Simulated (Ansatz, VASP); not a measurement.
# B26P27 (V_B) in two plane-wave programs

One calculation is typed for both programs; each brings its own data sets. How far apart do they land? The cell is taken from a series of runs on this material, whose earlier steps may have relaxed, scaled, displaced or heated it; both programs get it as it stands.

Main program and level: Ansatz 0.2.0; plane waves, with VASP 6.6.1 beside it; single point at r2SCAN.

### 1. Set-up

The cell holds 53 atoms: 26 B and 27 P. Its edges and angles: a = 9.479 Å, b = 9.479 Å, c = 9.479 Å, α = 60.0°, β = 60.0°, γ = 60.0°. It derives from BP (BP (F-43m)). Nearest the centre at fractional (0.667, 0.333, 0.667): P40 at 1.88 Å, P46 at 1.89 Å, P38 at 1.89 Å, P37 at 1.91 Å, B25 at 3.14 Å, B23 at 3.14 Å, B5 at 3.14 Å, B18 at 3.14 Å. The cell carries charge −2.

Structure file:

```xyz
53
Lattice="0.0000 6.7025 6.7025 6.7025 0.0000 6.7025 6.7025 6.7025 0.0000" Properties=species:S:1:pos:R:3 pbc="T T T"
B     0.0045    6.7043    6.7006
B     8.9412    8.9422   13.4026
B     4.4820   11.1640    6.7074
B     2.2346    0.0058    2.2308
B     4.4801    8.9477    8.9254
B     6.6977   11.1659    8.9264
B     4.4715    0.0058    4.4696
B     6.7051    8.9422   11.1672
B     8.9375    4.4705    4.4683
B     6.7052    2.2384    8.9365
B     8.9395    4.4735    8.9359
B    11.1726    6.7066    8.9364
B     8.9274    8.9492    4.4768
B     4.4710    4.4745    4.4655
B     6.6963    6.7159    4.4736
B     4.4676    2.2400    6.7017
B     6.7051    4.4750    6.7008
B     8.9289    6.7175    6.7065
B     6.7119   11.1655    4.4756
B     8.9406    6.7071   11.1685
B     4.4788    8.9330    4.4744
B     8.9293   11.1669    6.6935
B     4.4792    6.7147    6.6929
B     4.4717    4.4720    8.9325
B     6.7125    6.7172    8.9239
B     8.9305    8.9341    8.9251
P     3.3507    3.3540    3.3483
P     5.5912    5.5864    3.3477
P     7.8193    7.8227    3.3529
P     5.5856    3.3562    5.5812
P     7.8192    5.5931    5.5812
P    10.0502    7.8233    5.5819
P     7.8216    3.3550    7.8147
P    10.0555    5.5882    7.8134
P    12.2873    7.8227    7.8163
P     3.3503    5.5889    5.5853
P     5.6025    7.8386    5.5965
P     7.7938   10.0319    5.6109
P     5.5856    5.5936    7.8161
P     7.7938    7.8528    7.7915
P    10.0501   10.0562    7.8164
P     7.8206    5.5883   10.0493
P    10.0549    7.8274   10.0479
P    12.2879   10.0556   10.0549
P     3.3568    7.8212    7.8157
P     5.6168   10.0297    7.7923
P     7.8209   12.2865    7.8152
P     5.5870    7.8222   10.0454
P     7.8196   10.0570   10.0452
P    10.0550   12.2911   10.0488
P     7.8227    7.8207   12.2849
P    10.0597   10.0560   12.2845
P    12.2880   12.2865   12.2858
```

### 2. Ansatz: single point, r2SCAN

Ansatz runs on its PAW soft_1 files.

With cell and atoms fixed, the geometry can't cause a difference; cores, projectors, grids and the points listed under the comparison can.

Input file input.yaml:

```yaml
crystal:
  checkpoint: "../qm2_M3.relax.run"
  host: checkpoint
total_charge: -2
basis:
  ecutwfc: 500
  xc_grid: 2
hamiltonian:
  xc: r2scan
  pseudopotentials: { kind: paw, azcp: { folder: soft_1 } }
kpoints:
  mp_grid: { grid: [2, 2, 2], shift: [0.5, 0.5, 0.5] }
magnetization:
  spin_polarized: true
  initial_magnetization: 3
  spin_locking: { lock_magnetization: hard }
scf:
  occupations: { method: fixed }
  max_iter: 80
output:
  forces: true
  eigenvalues: true
  charged_corrections:
    epsilon: 9.31
    static_epsilon: 9.42
    defect_position: [0.666667, 0.333333, 0.666667]
  eigenstates: { localisation: true }
  populations: true
  efg: {}
checkpoint:
  read: "../qm2_M3.relax.run"
  write: "../qm2_M3.point.run"
  compress: false
  write_wavefunctions: false
  write_every: 100000
```

The run is started by

```bash
> ansatz run input.yaml --threads 8 --pin off --max-ram 15073MiB --backend cpu --events-out ev --progress --plain --runs-dir out
```

Numbers of over 12 decimals in the logs are rounded to 6 here.

Output:

```text
Warning: This run holds its total moment fixed (magnetization.spin_locking.lock_magnetization: hard) and mixes its density by anderson or broyden (scf.mixing.algorithm, typed or taken by auto). Slabs with a fixed moment have converged under broyden above another state at the same moment, at the default mixing steps and at smaller ones, and under scf.lower_state_search: standard, light or off a state that such a mixer [...]
crystal.checkpoint: the structure is that of <dir>, a `relax` run, at its step 10: its result, under r2scan at a charge of -2 e; 53 atoms read, 0 with a starting moment; crystal.structure_sha256 for this input is
Engine: ansatz 0.2.0, x86_64-unknown-linux-gnu
Pseudopotentials: kind: paw
Pseudopotential: B, paw, valence charge 3, recommended cutoff 500 eV (meta_gga), soft_1/B.paw.azcp
Pseudopotential: P, paw, valence charge 5, recommended cutoff 500 eV (meta_gga), soft_1/P.paw.azcp
Functional definition: r2SCAN
  parameter k0 = 0.174
  parameter k1 = 0.065
  parameter a1 = 4.9479
  exchange = r2scan_x(k0 = k0, k1 = k1, a1 = a1)
  correlation = r2scan_c
Crystal: 53 atoms, lattice volume = 602.196 Å³
Basis set: ecut = 500 eV, 15353 PW (Γ), exchange–correlation on 144×144×144 points (8 copies of the dense FFT grid, shifted against one another)
Bands: 162, of which v1, the nominal top of the filled ones, is band 108 counted from 1 (107 counted from 0)
Symmetry: 1 space group operations
Space group: P1 (ITA 1), of the structure as read, at distance tolerance 8.4e-5 Å
Magnetic group: BNS 1.1 (UNI 1), of the structure as read, at distance tolerance 8.4e-5 Å
k-points: 4 of 8 (time reversal used)
Non-local potential: B, projectors of the file, l = 0: 2, l = 1: 2, l = 2: 1
Non-local potential: P, projectors of the file, l = 0: 2, l = 1: 2, l = 2: 1
PAW form: soft (Blöchl's): semilocal exchange-correlation on the pseudo side does not see the compensation charge
PAW frozen core: B, regenerated for the run's functional (the file was generated under x = pbe(κ = 0.804, μ = 0.219515), c = pbe(β = 0.066725))
PAW frozen core: P, regenerated for the run's functional (the file was generated under x = pbe(κ = 0.804, μ = 0.219515), c = pbe(β = 0.066725))
PAW one-centre angular grid: B, 302 points (default); XC on 223 of its mesh's 2233 points in the sphere
PAW one-centre angular grid: P, 302 points (default); XC on 160 Gauss nodes
Initial density: read from a saved state, or passed on in memory by an earlier SCF of this step, an earlier step, the calling program or the single point that the run made first
Stability of the state it starts from, as read at its close in the collinear treatment: not read, because the mixer in use, unlike msr1, does not test its closes by its own steps (another_mixer); its run was given moments
Starting moments: Σ|m| = 3 μB on 53 of 53 sites; this step starts from the density that it was given
Initial wavefunctions: those read from a saved state, or passed on in memory by an earlier step or the calling program
Functional: x = r2scan, c = r2scan; τ floored in thin density (d = 2e-4 eV/Å³)
SCF iter   1: F=—  HF=-24567.743413 eV  |F-HF|=—  |Δ(HF+E_count)|=         —  Δρ=6.12e-7 (↑6.12e-7 ↓5.27e-7)  dr2=6.40e-9  dr2_τ=2.22e-11  dr2_m=7.54e-11  M=3.000 μB ∫|m|=3.008 μB  β_m=1.20  ethr=9.43e-12  ⟨swp⟩=3.8  Hψ=3069  notcnv=0
preconditioner: auto → Resta (q_TF=auto, 2.298 Å⁻¹)  ε∞=4.7  [insulator: Δε(μ)=0.024 eV  Ē_g=11.569 eV  n_scr=136 (ndim 8)  ℏωp=22.2 eV  f_vac=0.000  ε∞_Penn≈4.7]
spin=Collinear: Resta preconditioning applied to the charge; magnetization (m = ρ↑ − ρ↓) channel mixes plain (no charge-response kernel on spin).
SCF iter   2: F=-24567.743413 eV  HF=-24567.743413 eV  |F-HF|=2.30e-9  |Δ(HF+E_count)|=   1.85e-9  Δρ=4.89e-7 (↑4.89e-7 ↓4.34e-7)  dr2=4.50e-9  dr2_τ=1.46e-11  dr2_m=3.02e-11  M=3.000 μB ∫|m|=3.008 μB  ethr=2.98e-12  ⟨swp⟩=2.0  Hψ=2188  notcnv=0
SCF 1 converged in 2 iterations: F = -24567.743413 eV  dr2 = 4.50e-9
  greatest PAW one-centre occupation: 0.792 electrons in one spin orbital (limit 2), on the P atom at site 23 (counted from 0), in its partial waves of l = 0
this state was not tested for a lower state beside it, because the mixer in use, unlike msr1, does not test its closes by its own steps (another_mixer; see scf.mixing.algorithm and scf.lower_state_search)
SCF converged after 2 iterations
Magnetization: 3.0000 μB (109.0000 up, 106.0000 down)
Absolute magnetization: 3.0093 μB (∫|ρ↑−ρ↓|, with the PAW one-centre terms)
[...]
atom  53  P  V_zz =    +0.480835   η = 0.1852   by run symmetry: allowed
            electrostatic potential = -1495.673097 V   contact ρ = 16083.970801 e/Å³   contact ρ_s (e/Å³): all electrons +0.096682, valence +0.096900
--- Charged-cell corrections in eV (Makov–Payne, q = -2.000 e, ε = 9.310 of the electrons, 9.420 with the ions) ---
  F (periodic)     = -24567.743413  (uncorrected; the corrections below are reported, never added to it)
  E_corr1          = +1.058016  (monopole, q²α_M/2εL)
  F Makov-Payne    = n/a  (the rows are of the electrons' constant alone; ansatz place-levels tells what screens the charge)
  no potential alignment in this run, which stands beside a crystal: run the host's input off ansatz write-host-input, and read the two finished runs by ansatz place-levels (neither reads a slab, a wire or a sheet, whose cell leaves a vacuum)
--- Band table (eV; the first three rows and the last of 8) ---
  k-point 0 ↑: bands = [... 104 lower, 8.9782, 9.5416, 10.1969, 10.2016, 11.4291, 11.4532, 11.4835, 11.7618, ... 50 higher]
  k-point 1 ↑: bands = [... 104 lower, 8.7601, 9.0114, 9.7802, 9.9646, 11.3226, 12.2578, 12.3452, 12.3566, ... 50 higher]
  k-point 2 ↑: bands = [... 104 lower, 8.7595, 9.0121, 9.7805, 9.9605, 11.3272, 12.2585, 12.3501, 12.3516, ... 50 higher]
  k-point 3 ↓: bands = [... 104 lower, 8.8589, 9.5334, 10.3891, 10.5765, 11.4324, 12.3166, 12.4210, 12.4264, ... 50 higher]
--- Löwdin populations: 53 sites ---
  site symbol       q [e]    m [muB]
     0      B      3.6975     0.0180
     1      P      4.2833     0.0553
     2      B      3.6974     0.0176
     3      P      4.2805     0.0612
     4      B      3.6866     0.0351
     5      P      4.2838     0.0177
     6      B      3.7028     0.0222
     7      P      4.2864     0.0232
     8      B      3.6882     0.0378
     9      P      4.2850     0.0178
    10      B      3.6912     0.0339
    11      P      4.2842     0.0146
    12      B      3.7004     0.0191
    13      P      4.2858     0.0224
    14      B      3.6993     0.0214
    15      P      4.2844     0.0548
    16      B      3.7042     0.0249
    17      P      4.2877     0.0240
    18      B      3.6988     0.0203
    19      P      4.2820     0.0624
    20      B      3.6980     0.0109
    21      P      4.5729     0.3645
    22      B      3.6991     0.0144
    23      P      4.5888     0.3514
[...]
45      P      4.2834     0.0179
    46      P      4.2902     0.0170
    47      B      3.7025     0.0216
    48      P      4.2860     0.0231
    49      B      3.6866     0.0348
    50      P      4.2835     0.0175
    51      B      3.6913     0.0342
    52      P      4.2844     0.0147
  spilling = 0.009545 (of n_electrons = 215.000000)
```

### 3. VASP: single point, r2SCAN

The same cell, functional and mesh now go to VASP, with its own data sets.

Lines of VASP's logs that name or quote its potential files are left out, and so is its time.

Input file INCAR:

```
SYSTEM = B26P27
PREC = Accurate
ENCUT = 460
EDIFF = 1E-06
NELM = 200
ISMEAR = 0
SIGMA = 0.01
LREAL = Auto
ALGO = Normal
METAGGA = R2SCAN
LASPH = .TRUE.
NELECT = 215
NBANDS = 144
ISPIN = 2
MAGMOM = 0.01 0.01 0.02 0.01 0.03 0.02 0.01 0.01 0.01 0.01 0 0.01 0.03 0 0.02 0.01 0.01 0.03 0.03 0 0.02 0.02 0.02 0.01 0.02 0.02 0.03 0.03 0.01 0.01 0.01 0.01 0.01 0.03 0.01 0.03 0.12 0.13 0.01 0.13 0.01 0.03 0.03 0.01 0.01 0.13 0.01 0.01 0.01 0.01 0.01 0.01 0.01
LORBIT = 11
LWAVE = .FALSE.
LCHARG = .FALSE.
ISIF = 2
ISYM = 0
NUPDOWN = 3
GGA_COMPAT = .FALSE.
LMIXTAU = .TRUE.
KPAR = 4
```

Input file POSCAR:

```
B26P27
1.0
    0.0000000000      6.7024878823      6.7024878823
    6.7024878823      0.0000000000      6.7024878823
    6.7024878823      6.7024878823      0.0000000000
B P
26 27
Direct
    0.9996577039      0.0000541283      0.0006172596
    0.9999061136      0.9997450432      0.3342611973
    0.9988354244      0.0018960945      0.6668113961
    0.0001518808      0.3326869197      0.0007145421
    0.9991059718      0.3325423748      0.3358797561
    0.9992242731      0.3325749354      0.6667078129
    0.0002946731      0.6665589789      0.0005779955
    0.9999507545      0.6661773196      0.3342057104
    0.0000960141      0.6665657842      0.6668915038
    0.3334318852      0.9998778191      0.0005262989
    0.3334535052      0.9997653266      0.3339918463
    0.3334897818      0.9997998127      0.6671277439
    0.3355957926      0.3323360706      0.9996128912
    0.3333878013      0.3328620884      0.3341986511
    0.3351936137      0.3322669418      0.6668122102
    0.3337654743      0.6661226868      0.0004429879
    0.3335062441      0.6662381241      0.3341569394
    0.3353321899      0.6652620979      0.6669094891
    0.6661137695      0.0016444547      0.9997603608
    0.6665426258      0.9997743087      0.3341460463
    0.6660628875      0.0015085025      0.6667204177
    0.6662492932      0.3324058713      0.9998286721
    0.6660488501      0.3325235673      0.3357693843
    0.6663800518      0.6663410866      0.0008288451
    0.6660651886      0.6653722608      0.3361270991
    0.6660758009      0.6655400914      0.6668752902
    0.2500302347      0.2495366811      0.2503794165
    0.2493771150      0.2500902422      0.5841100644
    0.2503839825      0.2498667825      0.9167535240
    0.2500433751      0.5826581150      0.2506976684
    0.2502890230      0.5824202195      0.5841959658
    0.2502827772      0.5825320835      0.9169411429
    0.2497690689      0.9161678277      0.2507969734
    0.2496219479      0.9161226906      0.5841347071
    0.2500355942      0.9161384107      0.9171017724
    0.5836559229      0.2496632515      0.2502029802
    0.5843042546      0.2506834217      0.5852013193
    0.5855290545      0.2516139356      0.9112099857
    0.5836698932      0.5824730550      0.2508856091
    0.5856416273      0.5768343346      0.5859895445
    0.5835546933      0.5826420620      0.9168194643
    0.5831340630      0.9161992568      0.2506244250
    0.5833950319      0.9157364709      0.5844375395
    0.5835595460      0.9166136277      0.9167184296
    0.9160839263      0.2500086358      0.2508235473
    0.9104930114      0.2520994377      0.5859184992
    0.9161367433      0.2498804192      0.9169888204
    0.9161293890      0.5826313748      0.2509364451
    0.9162659308      0.5824543216      0.5842243462
    0.9164393596      0.5828183966      0.9173762967
    0.9162952272      0.9165955378      0.2505367363
    0.9161439147      0.9166834363      0.5842001999
    0.9164036275      0.9166147616      0.9167286295
```

Input file KPOINTS:

```
Points of the shifted mesh
8
Reciprocal
 0.2500000000  0.2500000000  0.2500000000 1
 0.2500000000  0.2500000000  0.7500000000 1
 0.2500000000  0.7500000000  0.2500000000 1
 0.2500000000  0.7500000000  0.7500000000 1
 0.7500000000  0.2500000000  0.2500000000 1
 0.7500000000  0.2500000000  0.7500000000 1
 0.7500000000  0.7500000000  0.2500000000 1
 0.7500000000  0.7500000000  0.7500000000 1
```

The projector-augmented-wave data sets are B and P (PBE family, release 64).

The run is started by

```bash
> mpirun -np 8 vasp_std
```

Output:

```text
[banner, memory and clock lines left out]
running    8 mpi-ranks, on    1 nodes
[...]
|                                                                             |
|           W    W    AA    RRRRR   N    N  II  N    N   GGGG   !!!           |
|           W    W   A  A   R    R  NN   N  II  NN   N  G    G  !!!           |
|           W    W  A    A  R    R  N N  N  II  N N  N  G       !!!           |
|           W WW W  AAAAAA  RRRRR   N  N N  II  N  N N  G  GGG   !            |
|           WW  WW  A    A  R   R   N   NN  II  N   NN  G    G                |
|           W    W  A    A  R    R  N    N  II  N    N   GGGG   !!!           |
|                                                                             |
|     For optimal performance we recommend to set                             |
|       NCORE = 2 up to number-of-cores-per-socket                            |
|     NCORE specifies how many cores store one orbital (NPAR=cpu/NCORE).      |
|     This setting can greatly improve the performance of VASP for DFT.       |
[...]
DAV:   5    -0.490057035881E+03   -0.41362E-01   -0.41211E-01  5688   0.126E+00BRMIX: very serious problems
 the old and the new charge density differ
 old charge density:   213.00000 new  215.00000
BRMIX: very serious problems
 the old and the new charge density differ
 old charge density:   213.00000 new  215.00000
BRMIX: very serious problems
 the old and the new charge density differ
 old charge density:   213.00000 new  215.00000
BRMIX: very serious problems
 the old and the new charge density differ
 old charge density:   213.00000 new  215.00000
    0.434E+01
DAV:   6    -0.458066128669E+03    0.31991E+02   -0.32746E+01  5096   0.126E+01    0.263E+01
DAV:   7    -0.429891849094E+03    0.28174E+02   -0.71152E+00  5664   0.631E+00    0.599E+00
DAV:   8    -0.436009527626E+03   -0.61177E+01   -0.10174E+01  5000   0.799E+00    0.294E+00
DAV:   9    -0.437304946712E+03   -0.12954E+01   -0.86793E-01  5408   0.269E+00    0.139E+00
[...]
DAV:  18    -0.437517379632E+03   -0.20231E-05   -0.69187E-07  2896   0.263E-03    0.353E-03
DAV:  19    -0.437517384626E+03   -0.49939E-05   -0.23800E-06  3392   0.521E-03    0.176E-03
DAV:  20    -0.437517385057E+03   -0.43148E-06   -0.19883E-07  2688   0.135E-03
   1 F= -.43751739E+03 E0= -.43751722E+03  d E =-.325796E-03  mag=     3.0000
```

From OUTCAR (step 3):

```text
  FREE ENERGIE OF THE ION-ELECTRON SYSTEM (eV)
  ---------------------------------------------------
  free  energy   TOTEN  =      -437.5173850574 eV

  energy  without entropy=     -437.5170592615  energy(sigma->0) =     -437.51722216

 magnetization (x)
# of ion       s       p       d       tot
------------------------------------------
    1        0.004   0.001   0.000   0.006
    2        0.004   0.001   0.000   0.005
    3        0.005   0.020   0.000   0.025
    4        0.005   0.004   0.000   0.008
    5        0.006   0.020   0.000   0.026
    6        0.006   0.016   0.000   0.022
    7        0.004   0.003   0.000   0.007
    8        0.006   0.001   0.000   0.007
    9        0.006   0.004   0.000   0.010
   10        0.006   0.001   0.000   0.007
   11        0.003   0.000   0.000   0.003
   12        0.004  -0.000   0.000   0.004
   13        0.005   0.021   0.000   0.026
[...]
--------------------------------------------------
tot          0.304   1.139   0.000   1.443

[... 1 further part left out ...]
```

The cell is charged against a uniform background.

The run ends at a pressure of 13.23 GPa, with forces up to 0.056 eV/Å.

### 4. Differences

Known differences besides the potentials themselves: VASP starts from the moments at which Ansatz ended; VASP keeps PBE cores, Ansatz makes them for the functional; fixed occupations in Ansatz, narrow Gaussian smearing in VASP; the cutoff is 500 eV in Ansatz and 460 eV in VASP (PREC = Accurate, projectors in real space); site moments are counted in spheres of each program's own size. Total energies have different zeros and are not compared.

The two programs side by side:

```
                             quantity  Ansatz  VASP  difference
total moment, fixed by the input (μB)    3.00  3.00        0.00
                   moment on P38 (μB)    0.13  0.19       -0.06
                   moment on P40 (μB)    0.12  0.19       -0.06
                   moment on P46 (μB)    0.12  0.18       -0.06
                   moment on P37 (μB)    0.12  0.18       -0.06
```

At this near-relaxed geometry the largest component of a force difference is 35 meV/Å. The cell carries a charge of -2 e against a uniform background, so its pressure also hangs on how the neutralising background is counted, and in a defect's cell a gap may be the spacing between its levels.

### 5. What came out

| Property | Result |
| --- | --- |
| difference in moment on P38 (single point, r2SCAN) | -0.061 μB |
| r.m.s. force difference (single point, r2SCAN) | 9.3 meV/Å |

The r.m.s. force difference is 9.3 meV/Å (single point, r2SCAN), within the 12 meV/Å picked in this series as the mark of a large difference. Such differences can come from data sets, numerical settings and the points named under the comparisons, not from the functional's error against experiment.

[Lines on the potential files, build, host, timing and source positions are cut from VASP's logs without a mark.]

[Logs are printed without paths, hosts, clocks, repeated set-up lines and the standing remarks that a program may print on its own settings, such as how far it seeks lower states.]

[Hosts, paths, dates, database ids (printed as entryN), source tags and the programs' standing remarks are cut or masked in the printed files.]
